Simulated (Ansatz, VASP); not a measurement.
**Cross-check of Al30In10Ga10As20O47 (amorphous Al2O3 against InGaAs(110), +2 O) between VASP and Ansatz**

Wanted: the spread between two codes on one cell, functional and k mesh. Of the first pair: The structure shown is the start of the Ansatz relaxation below; VASP solves that cell, so the two are compared at the walk's first step.

Main program and level: Ansatz 0.2.0; plane waves, with VASP 6.6.1 beside it; single point at PBE.

### Step 1. The structure

The cell holds 117 atoms: 10 In, 20 As, 10 Ga, 30 Al and 47 O. Its edges and angles: a = 11.900 Å, b = 8.415 Å, c = 19.305 Å, α = 90.0°, β = 90.0°, γ = 90.0°. It derives from InGaAs2 (5 planes of zincblende GaAs(110)). A slab of 5 planes of zincblende GaAs(110) (starting lattice constant a = 5.95 A), 11.90 x 8.41 A in plane, 50 % of Ga replaced at random by In. 77 atoms (30 Al, 47 O) packed at random between the slab and its periodic image at 3.05 g/cm^3 (a layer of 8.5 A) and pushed apart as soft spheres. Langevin MD at fixed cell with the MACE-MP-0b2 small potential (Batatia et al., arXiv:2401.00096), steps of 1.5 fs: 0.63 ps at 3000 K with the crystal held, 3000 to 550 K in 1.8 ps with the crystal held, 550 to 300 K in 0.9 ps with its inner planes held; soft walls kept the melt out of the crystal while it was held. Then all atoms and the cell's height relaxed. The structure's axis is c.

### Step 2. Ansatz: relaxation, PBE

Ansatz runs on its default PAW (the set named soft_2) files.

The two programs are compared at the cell with which this relaxation starts, whose forces are those of its first step.

input.yaml reads:

```yaml
crystal:
  lattice:
    - [11.9, 0.0, 0.0]
    - [0.0, 8.41457, 0.0]
    - [0.0, 0.0, 19.30545]
  atoms:
    - { symbol: In, position: [0.98291, 0.00687, 0.37894] }
    - { symbol: As, position: [0.10632, 0.00038, 0.05472] }
    - { symbol: Ga, position: [0.23856, 0.77079, 0.05354] }
    - { symbol: As, position: [0.38221, 0.76527, 0.14971] }
    - { symbol: In, position: [0.23991, 0.25622, 0.05351] }
    - { symbol: As, position: [0.38884, 0.26176, 0.15418] }
    - { symbol: In, position: [0.98463, 0.01043, 0.16485] }
    - { symbol: As, position: [0.12185, 0.01154, 0.27082] }
    - { symbol: Ga, position: [0.98505, 0.51086, 0.16322] }
    - { symbol: As, position: [0.11513, 0.51234, 0.26425] }
    - { symbol: In, position: [0.25358, 0.26328, 0.26446] }
    - { symbol: As, position: [0.37433, 0.25041, 0.37875] }
    - { symbol: In, position: [0.25271, 0.76071, 0.26152] }
    - { symbol: As, position: [0.38282, 0.77433, 0.37255] }
    - { symbol: Ga, position: [0.98418, 0.51582, 0.36414] }
    - { symbol: As, position: [0.10385, 0.51612, 0.05953] }
    - { symbol: As, position: [0.10694, 0.99283, 0.49151] }
    - { symbol: In, position: [0.24657, 0.74932, 0.47746] }
    - { symbol: In, position: [0.23328, 0.25695, 0.48541] }
    - { symbol: As, position: [0.10504, 0.50991, 0.46722] }
    - { symbol: Ga, position: [0.50265, 0.01786, 0.37953] }
    - { symbol: As, position: [0.62417, 0.9986, 0.04763] }
    - { symbol: Ga, position: [0.76287, 0.76838, 0.0514] }
    - { symbol: As, position: [0.86099, 0.75059, 0.16506] }
    - { symbol: Ga, position: [0.71825, 0.26075, 0.07096] }
    - { symbol: As, position: [0.86023, 0.26994, 0.16313] }
    - { symbol: Ga, position: [0.50795, 0.00968, 0.15565] }
    - { symbol: As, position: [0.61984, 0.01309, 0.2687] }
    - { symbol: Ga, position: [0.50392, 0.51747, 0.15281] }
    - { symbol: As, position: [0.62099, 0.51166, 0.26248] }
[... 81 atom lines left out ...]
    - { symbol: O, position: [0.51879, 0.54928, 0.82119] }
    - { symbol: O, position: [0.8494, 0.94323, 0.7404] }
    - { symbol: O, position: [0.70785, 0.79545, 0.62549] }
    - { symbol: O, position: [0.50537, 0.03498, 0.57523] }
    - { symbol: O, position: [0.29307, 0.0253, 0.59872] }
    - { symbol: O, position: [0.53624, 0.71546, 0.92693] }
kpoints:
  mp_grid: { grid: [1, 1, 1] }
hamiltonian:
  xc: pbe
scf:
  occupations: { method: fermi_dirac, width: 0.025 }
output:
  forces: true
relax:
  f_tol: 0.08
  max_steps: 90
  cell: { fix: [a, b, alpha, beta, gamma] }
```

Command:

```sh
$ ansatz run input.yaml --threads 4 --pin off --max-ram 15872MiB --backend cpu --events-out ev --progress --plain --runs-dir out
```

Numbers of over 12 decimals in the logs are rounded to 6 here.

What it wrote:

```text
Engine: ansatz 0.2.0, aarch64-unknown-linux-gnu
Pseudopotentials: kind: paw
Pseudopotential: In, paw, valence charge 13, recommended cutoff 420 eV (normal), In.paw.azcp
Pseudopotential: As, paw, valence charge 15, recommended cutoff 420 eV (normal), As.paw.azcp
Pseudopotential: Ga, paw, valence charge 13, recommended cutoff 420 eV (normal), Ga.paw.azcp
Pseudopotential: Al, paw, valence charge 3, recommended cutoff 420 eV (normal), Al.paw.azcp
Pseudopotential: O, paw, valence charge 6, recommended cutoff 420 eV (normal), O.paw.azcp
Functional definition: PBE
  parameter kappa = 0.804
  parameter beta = 0.066725
  exchange = pbe_x(kappa = kappa, mu = beta*pi^2/3)
  correlation = pbe_c(beta = beta)
Crystal: 117 atoms, lattice volume = 1933.120 Å³
Basis set: ecut = 420 eV, 37751 PW (Γ), exchange–correlation on 160×120×270 points (8 copies of the dense FFT grid, shifted against one another)
Bands: 583, of which v1, the nominal top of the filled ones, is band 466 counted from 1 (465 counted from 0)
Symmetry: 1 space group operations
Space group: P1 (ITA 1), of the structure as read, at distance tolerance 1.2e-4 Å
k-points: 1
Non-local potential: In, projectors of the file, l = 0: 2, l = 1: 2, l = 2: 2, l = 3: 2
Non-local potential: As, projectors of the file, l = 0: 2, l = 1: 2, l = 2: 3, l = 3: 1
Non-local potential: Ga, projectors of the file, l = 0: 2, l = 1: 2, l = 2: 3, l = 3: 1
Non-local potential: Al, projectors of the file, l = 0: 2, l = 1: 2, l = 2: 1
Non-local potential: O, projectors of the file, l = 0: 2, l = 1: 2, l = 2: 1
PAW form: soft (Blöchl's): semilocal exchange-correlation on the pseudo side does not see the compensation charge
PAW one-centre angular grid: In, 590 points (default); XC on 64 Gauss nodes
PAW one-centre angular grid: As, 590 points (default); XC on 64 Gauss nodes
PAW one-centre angular grid: Ga, 590 points (default); XC on 64 Gauss nodes
PAW one-centre angular grid: Al, 110 points (default); XC on 64 Gauss nodes
PAW one-centre angular grid: O, 110 points (default); XC on 64 Gauss nodes
Initial density: superposition of atomic densities (neutral atoms: chi_scale 0, normalization atom), corrected by the library's trained network
Initial wavefunctions: pseudopotential atomic-orbital guess
Functional: x = pbe(κ = 0.804, μ = 0.219515), c = pbe(β = 0.066725)
SCF iter   1: F=—  HF=-233819.014684 eV  |F-HF|=—  |Δ(HF+E_count)|=         —  Δρ=4.41e-3  dr2=2.81e0  ethr=1.77e-3  ⟨swp⟩=6.0  Hψ=2390  notcnv=0  defer=35
preconditioner: auto → LDOS  [insulator: Δε(μ)=0.220 eV  Ē_g=13.903 eV  σ=0.025 eV  W_gap=0.98  n_scr=464 (ndim 8)  ℏωp=22.8 eV  f_vac=0.067  D(μ)=1.96/eV (n_scr^D=2)  ε∞_Penn≈3.7  β→1.0]
SCF iter   2: F=—  HF=-233822.159319 eV  |F-HF|=—  |Δ(HF+E_count)|=    3.14e0  Δρ=3.12e-2  dr2=9.12e1  ethr=3.01e-4  ⟨swp⟩=3.0  Hψ=1010  notcnv=0  defer=111  recentre
SCF iter   3: F=—  HF=-233818.812067 eV  |F-HF|=—  |Δ(HF+E_count)|=    3.35e0  Δρ=2.91e-3  dr2=1.15e0  ethr=3.01e-4  ⟨swp⟩=2.0  Hψ=1003  notcnv=0  defer=99
SCF iter   4: F=—  HF=-233818.723779 eV  |F-HF|=—  |Δ(HF+E_count)|=   8.83e-2  Δρ=3.18e-3  dr2=4.16e-1  ethr=1.23e-4  ⟨swp⟩=2.0  Hψ=814  notcnv=0  defer=106
SCF iter   5: F=—  HF=-233818.664604 eV  |F-HF|=—  |Δ(HF+E_count)|=   5.92e-2  Δρ=1.54e-3  dr2=1.96e-1  ethr=4.46e-5  ⟨swp⟩=2.0  Hψ=976  notcnv=0  defer=106
SCF iter   6: F=—  HF=-233818.633471 eV  |F-HF|=—  |Δ(HF+E_count)|=   3.11e-2  Δρ=1.13e-3  dr2=6.61e-2  ethr=2.10e-5  ⟨swp⟩=2.0  Hψ=596  notcnv=0  defer=106
SCF iter   7: F=—  HF=-233818.623267 eV  |F-HF|=—  |Δ(HF+E_count)|=   1.02e-2  Δρ=7.28e-4  dr2=2.44e-2  ethr=7.10e-6  ⟨swp⟩=2.0  Hψ=793  notcnv=0  defer=106
SCF iter   8: F=—  HF=-233818.619268 eV  |F-HF|=—  |Δ(HF+E_count)|=   4.00e-3  Δρ=3.91e-4  dr2=9.55e-3  ethr=2.62e-6  ⟨swp⟩=2.0  Hψ=794  notcnv=0  defer=106
SCF iter   9: F=—  HF=-233818.618016 eV  |F-HF|=—  |Δ(HF+E_count)|=   1.25e-3  Δρ=2.51e-4  dr2=4.24e-3  ethr=1.02e-6  ⟨swp⟩=2.0  Hψ=793  notcnv=0  defer=106
SCF iter  10: F=—  HF=-233818.616853 eV  |F-HF|=—  |Δ(HF+E_count)|=   1.16e-3  Δρ=4.52e-5  dr2=8.56e-5  ethr=4.55e-7  ⟨swp⟩=2.0  Hψ=795  notcnv=0  defer=106
SCF iter  11: F=—  HF=-233818.617509 eV  |F-HF|=—  |Δ(HF+E_count)|=   6.56e-4  Δρ=1.72e-5  dr2=5.48e-6  ethr=9.18e-9  ⟨swp⟩=2.0  Hψ=1028  notcnv=0  defer=111
SCF iter  12: F=—  HF=-233818.617509 eV  |F-HF|=—  |Δ(HF+E_count)|=   5.83e-7  Δρ=8.37e-6  dr2=1.40e-6  ethr=5.87e-10  ⟨swp⟩=2.0  Hψ=838  notcnv=0  defer=111
SCF iter  13: F=—  HF=-233818.617509 eV  |F-HF|=—  |Δ(HF+E_count)|=   2.18e-7  Δρ=4.03e-6  dr2=3.90e-7  ethr=1.50e-10  ⟨swp⟩=2.0  Hψ=838  notcnv=0  defer=111
SCF iter  14: F=-233818.617509 eV  HF=-233818.617509 eV  |F-HF|=4.73e-8  |Δ(HF+E_count)|=   6.08e-8  Δρ=1.88e-6  dr2=9.65e-8  ethr=1.07e-11  ⟨swp⟩=2.0  Hψ=1842  notcnv=0
SCF 1 converged in 14 iterations: F = -233818.617509 eV  dr2 = 9.65e-8
[...]
- { symbol: In, position: [0.258445, 0.268949, 0.262728] }
    - { symbol: As, position: [0.372439, 0.260651, 0.379216] }
    - { symbol: In, position: [0.256160, 0.763638, 0.265054] }
    - { symbol: As, position: [0.385084, 0.779316, 0.377041] }
    - { symbol: Ga, position: [0.982235, 0.524333, 0.363168] }
    - { symbol: As, position: [0.094186, 0.513772, 0.054149] }
    - { symbol: As, position: [0.102655, 0.995416, 0.497374] }
    - { symbol: In, position: [0.239289, 0.752109, 0.479065] }
    - { symbol: In, position: [0.227814, 0.261641, 0.486245] }
    - { symbol: As, position: [0.101863, 0.511643, 0.463320] }
    - { symbol: Ga, position: [0.503257, 0.028374, 0.377612] }
    - { symbol: As, position: [0.620560, 1.000904, 0.044944] }
    - { symbol: Ga, position: [0.758320, 0.770665, 0.049472] }
    - { symbol: As, position: [0.856017, 0.751100, 0.161921] }
    - { symbol: Ga, position: [0.710335, 0.263094, 0.074590] }
    - { symbol: As, position: [0.861050, 0.264374, 0.161534] }
    - { symbol: Ga, position: [0.506252, 0.00767079, 0.154360] }
    - { symbol: As, position: [0.617942, 0.015425, 0.266950] }
    - { symbol: Ga, position: [0.509363, 0.517913, 0.153356] }
    - { symbol: As, position: [0.616901, 0.513568, 0.265512] }
    - { symbol: Ga, position: [0.737852, 0.267023, 0.265112] }
    - { symbol: As, position: [0.862989, 0.274110, 0.367332] }
    - { symbol: Ga, position: [0.737540, 0.762923, 0.266263] }
    - { symbol: As, position: [0.840360, 0.753108, 0.376092] }
    - { symbol: In, position: [0.511911, 0.516531, 0.386277] }
    - { symbol: As, position: [0.624524, 0.520070, 0.047665] }
    - { symbol: As, position: [0.615071, 0.053140, 0.491672] }
    - { symbol: In, position: [0.730562, 0.769499, 0.510923] }
    - { symbol: In, position: [0.751924, 0.324088, 0.483822] }
    - { symbol: As, position: [0.588645, 0.523079, 0.513428] }
    - { symbol: Al, position: [0.587426, 0.740994, 0.834347] }
    - { symbol: Al, position: [0.972947, 0.958284, 0.942443] }
    - { symbol: Al, position: [0.465733, 0.899278, 0.938778] }
    - { symbol: Al, position: [0.951901, 0.385385, 0.777993] }
    - { symbol: Al, position: [0.241625, 0.449538, 0.898328] }
    - { symbol: Al, position: [0.796540, 0.935738, 0.828350] }
    - { symbol: Al, position: [0.512218, 0.499605, 0.916112] }
    - { symbol: Al, position: [0.144189, 0.663579, 0.704546] }
    - { symbol: Al, position: [0.768335, 0.970438, 0.665872] }
    - { symbol: Al, position: [0.841357, 0.646630, 0.902637] }
    - { symbol: Al, position: [0.230076, 0.827619, 0.895021] }
    - { symbol: Al, position: [0.315116, 0.169838, 0.887346] }
    - { symbol: Al, position: [0.297263, 0.981797, 0.747905] }
    - { symbol: Al, position: [0.356997, 0.497796, 0.625654] }
    - { symbol: Al, position: [0.986474, 0.374768, 0.957607] }
    - { symbol: Al, position: [0.983937, 0.876205, 0.599545] }
    - { symbol: Al, position: [0.514954, 0.405108, 0.749391] }
    - { symbol: Al, position: [0.938710, 0.243223, 0.616934] }
    - { symbol: Al, position: [0.185108, 0.335711, 0.749119] }
    - { symbol: Al, position: [0.572165, 0.154178, 0.878723] }
    - { symbol: Al, position: [0.364452, 0.826013, 0.633864] }
    - { symbol: Al, position: [0.557403, 0.022201, 0.749498] }
    - { symbol: Al, position: [0.165627, 0.097563, 0.633914] }
    - { symbol: Al, position: [0.743964, 0.313594, 0.727051] }
    - { symbol: Al, position: [0.780914, 0.279440, 0.899979] }
    - { symbol: Al, position: [0.00363029, 0.986942, 0.764451] }
    - { symbol: Al, position: [0.977546, 0.563547, 0.561047] }
    - { symbol: Al, position: [0.072005, 0.646060, 0.841749] }
    - { symbol: Al, position: [0.412643, 0.172295, 0.614242] }
    - { symbol: Al, position: [0.614339, 0.677993, 0.676312] }
    - { symbol: O, position: [0.217421, 0.237466, 0.947767] }
    - { symbol: O, position: [0.039741, 0.204131, 0.775721] }
    - { symbol: O, position: [0.866744, 0.796123, 0.970853] }
    - { symbol: O, position: [0.925880, 0.591081, 0.832288] }
    - { symbol: O, position: [0.324131, 0.844001, 0.967242] }
    - { symbol: O, position: [0.047455, 0.676117, 0.628851] }
    - { symbol: O, position: [0.317530, 0.679671, 0.571507] }
    - { symbol: O, position: [0.616196, 0.818017, 0.746132] }
    - { symbol: O, position: [0.284204, 0.985558, 0.839978] }
    - { symbol: O, position: [0.263371, 0.807833, 0.702140] }
    - { symbol: O, position: [0.678312, 0.123311, 0.701075] }
    - { symbol: O, position: [0.433107, -0.00153791, 0.699183] }
    - { symbol: O, position: [0.087534, 0.819045, 0.917926] }
    - { symbol: O, position: [0.869785, 0.047808, 0.605038] }
    - { symbol: O, position: [0.718136, 0.084660, 0.875769] }
    - { symbol: O, position: [0.444203, 0.340988, 0.673390] }
    - { symbol: O, position: [0.085551, 0.462798, 0.901571] }
    - { symbol: O, position: [0.444950, 0.116645, 0.929249] }
    - { symbol: O, position: [0.341612, 0.329082, 0.564712] }
    - { symbol: O, position: [0.469117, 0.664310, 0.655134] }
    - { symbol: O, position: [0.809916, 0.325219, 0.810658] }
    - { symbol: O, position: [0.277093, 0.320103, 0.824490] }
    - { symbol: O, position: [0.734431, 0.750703, 0.856524] }
    - { symbol: O, position: [0.901506, 0.744793, 0.543820] }
[...]
- { symbol: O, position: [0.235275, 0.153016, 0.711940] }
    - { symbol: O, position: [0.842120, 0.455943, 0.944660] }
    - { symbol: O, position: [0.518696, 0.547976, 0.818933] }
    - { symbol: O, position: [0.850635, 0.942192, 0.740794] }
    - { symbol: O, position: [0.707139, 0.798688, 0.626017] }
    - { symbol: O, position: [0.524056, 0.078913, 0.563900] }
    - { symbol: O, position: [0.300886, 0.018132, 0.598035] }
    - { symbol: O, position: [0.536266, 0.712693, 0.926314] }
```

Reading the cycles: dr2 is the Hartree energy of the density residual (eV), the measure of convergence; HF is the Harris–Foulkes estimate of the energy, which meets the free energy F at convergence.

### Step 3. VASP: single point, PBE, start cell, pair 1

The same cell, functional, mesh and smearing now go to VASP, with its own data sets.

Lines of VASP's logs that name or quote its potential files are left out, and so is its time.

INCAR reads:

```
SYSTEM = Al30In10Ga10As20O47
PREC = Accurate
ENCUT = 520
EDIFF = 1E-06
NELM = 120
ISMEAR = -1
SIGMA = 0.025
LREAL = Auto
ALGO = Normal
GGA = PE
NBANDS = 448
LORBIT = 11
LWAVE = .FALSE.
LCHARG = .FALSE.
ISIF = 2
LASPH = .TRUE.
GGA_COMPAT = .FALSE.
EFERMI = MIDGAP
NCORE = 4
```

POSCAR reads:

```
Al30In10Ga10As20O47
1.0
   11.9000000000      0.0000000000      0.0000000000
    0.0000000000      8.4145700000      0.0000000000
    0.0000000000      0.0000000000     19.3054500000
In As Ga Al O
10 20 10 30 47
Direct
    0.9829075630      0.0068690379      0.3789396259
    0.2399075630      0.2562222431      0.0535082062
    0.9846302521      0.0104342824      0.1648498222
    0.2535798319      0.2632814273      0.2644589999
    0.2527058824      0.7607043497      0.2615220054
    0.2465714286      0.7493193354      0.4774610278
    0.2332773109      0.2569471761      0.4854121505
    0.5041260504      0.5089267782      0.3813016532
    0.7321260504      0.7695580404      0.4974398421
    0.7481260504      0.2959747200      0.4874012261
    0.1063193277      0.0003802928      0.0547202992
    0.3822100840      0.7652678628      0.1497090200
    0.3888403361      0.2617602563      0.1541792603
    0.1218487395      0.0115395083      0.2708198980
    0.1151260504      0.5123375288      0.2642518045
    0.3743277311      0.2504108944      0.3787479701
    0.3828235294      0.7743354681      0.3725476485
    0.1038487395      0.5161166881      0.0595324118
    0.1069411765      0.9928255395      0.4915088744
    0.1050420168      0.5099131625      0.4672203963
    0.6241680672      0.9986012357      0.0476290374
    0.8609915966      0.7505909393      0.1650621975
    0.8602268908      0.2699365505      0.1631301006
    0.6198403361      0.0130844476      0.2687013253
    0.6209915966      0.5116601324      0.2624802841
    0.8643865546      0.2733710695      0.3689010098
    0.8542268908      0.7490460000      0.3740912540
    0.6286218487      0.5190045362      0.0514207128
    0.5994705882      0.0304947252      0.4947307626
    0.6009075630      0.5208703475      0.5024591501
[... 81 atom lines left out ...]
    0.5187899160      0.5492853467      0.8211877993
    0.8494033613      0.9432329875      0.7404023216
    0.7078487395      0.7954536001      0.6254917653
    0.5053697479      0.0349750492      0.5752313466
    0.2930672269      0.0253013523      0.5987221225
    0.5362436975      0.7154613961      0.9269299602
```

KPOINTS reads:

```
Automatic mesh
0
Gamma
1 1 1
0 0 0
```

PAW data sets: In_d, As, Ga_d, Al and O (PBE family, release 64).

Command:

```sh
$ mpirun -np 16 vasp_gam
```

What it wrote:

```text
[banner, memory and clock lines left out]
running   16 mpi-ranks, on    1 nodes
[...]
LDA part: xc-table for (Slater+PW92), standard interpolation
 POSCAR, INCAR and KPOINTS ok, starting setup
[...]
entering main loop
       N       E                     dE             d eps       ncg     rms          rms(c)
DAV:   1     0.141361100827E+05    0.14136E+05   -0.30115E+05   896   0.209E+03
DAV:   2     0.326658146590E+04   -0.10870E+05   -0.10349E+05   920   0.619E+02
DAV:   3    -0.197384634445E+03   -0.34640E+04   -0.32156E+04  1112   0.286E+02
DAV:   4    -0.765395268296E+03   -0.56801E+03   -0.55133E+03  1320   0.122E+02
[...]
DAV:  24    -0.704292283231E+03    0.48575E-05   -0.17221E-05  1096   0.810E-03    0.142E-02
DAV:  25    -0.704292280532E+03    0.26992E-05   -0.13735E-05   936   0.693E-03    0.692E-03
DAV:  26    -0.704292280649E+03   -0.11678E-06   -0.62240E-06   968   0.619E-03
   1 F= -.70429228E+03 E0= -.70427678E+03  d E =-.309984E-01
```

From OUTCAR (step 3):

```text
  FREE ENERGIE OF THE ION-ELECTRON SYSTEM (eV)
  ---------------------------------------------------
  free  energy   TOTEN  =      -704.2922806491 eV

  energy  without entropy=     -704.2612822433  energy(sigma->0) =     -704.27678145

[... 1 further part left out ...]
```

The run ends at a pressure of -0.79 GPa, with forces up to 1.8 eV/Å.

### Step 4. Side by side

Known differences besides the potentials themselves: the data sets hold 932 valence electrons in Ansatz (on its default PAW (the set named soft_2) files) and 732 in VASP; the cutoff is 420 eV in Ansatz and 520 eV in VASP (PREC = Accurate, projectors in real space). Total energies have different zeros and are not compared.

Forces on 8 of the 117 atoms, those with the largest forces and the largest differences (eV/Å; atoms numbered as in POSCAR):

| atom | Ansatz x, y, z | VASP x, y, z |
| --- | --- | --- |
| In2 | -0.154, 0.161, -0.234 | -0.143, 0.159, -0.186 |
| In9 | 0.331, -0.289, 0.700 | 0.315, -0.278, 0.682 |
| As29 | -0.332, 0.384, 1.163 | -0.292, 0.378, 1.126 |
| Al56 | 0.438, 0.034, 0.746 | 0.436, 0.031, 0.735 |
| Al61 | -0.423, -0.481, 0.544 | -0.416, -0.468, 0.548 |
| Al65 | -0.192, 0.131, -0.846 | -0.189, 0.143, -0.838 |
| Al69 | -0.410, 0.538, 0.632 | -0.400, 0.538, 0.646 |
| O115 | 1.148, -0.138, -1.512 | 1.103, -0.136, -1.457 |

The forces differ by 11 meV/Å r.m.s., which is 4.1 % of the r.m.s. force of 0.276 eV/Å (both taken over all components).

### Step 5. Ansatz: relaxation, PBE

This run makes the geometry at which the two programs are then compared. The cell compared in this pair holds 1942.84 Å³, against 1933.12 Å³ for the pair before.

The structure compared here is the end of the Ansatz relaxation.

input.yaml is that of step 2.

Command:

```sh
$ ansatz run input.yaml --threads 4 --pin off --max-ram 15872MiB --backend cpu --events-out ev --progress --plain --runs-dir out
```

What it wrote:

```text
[...]
Crystal: 117 atoms, lattice volume = 1933.120 Å³
Basis set: ecut = 420 eV, 37751 PW (Γ), exchange–correlation on 160×120×270 points (8 copies of the dense FFT grid, shifted against one another)
Bands: 583, of which v1, the nominal top of the filled ones, is band 466 counted from 1 (465 counted from 0)
Symmetry: 1 space group operations
[...]
k-points: 1
[...]
- { symbol: O, position: [0.039741, 0.204131, 0.775721] }
    - { symbol: O, position: [0.866744, 0.796123, 0.970853] }
    - { symbol: O, position: [0.925880, 0.591081, 0.832288] }
    - { symbol: O, position: [0.324131, 0.844001, 0.967242] }
    - { symbol: O, position: [0.047455, 0.676117, 0.628851] }
    - { symbol: O, position: [0.317530, 0.679671, 0.571507] }
    - { symbol: O, position: [0.616196, 0.818017, 0.746132] }
[...]
- { symbol: O, position: [0.707139, 0.798688, 0.626017] }
    - { symbol: O, position: [0.524056, 0.078913, 0.563900] }
    - { symbol: O, position: [0.300886, 0.018132, 0.598035] }
    - { symbol: O, position: [0.536266, 0.712693, 0.926314] }
```

[end of part 1 of 2]

[Lines on the potential files, build, host, timing and source positions are cut from VASP's logs without a mark.]

[Logs are printed without paths, hosts, clocks, repeated set-up lines and the standing remarks that a program may print on its own settings, such as how far it seeks lower states.]

[Hosts, paths, dates, database ids (printed as entryN), source tags and the programs' standing remarks are cut or masked in the printed files.]
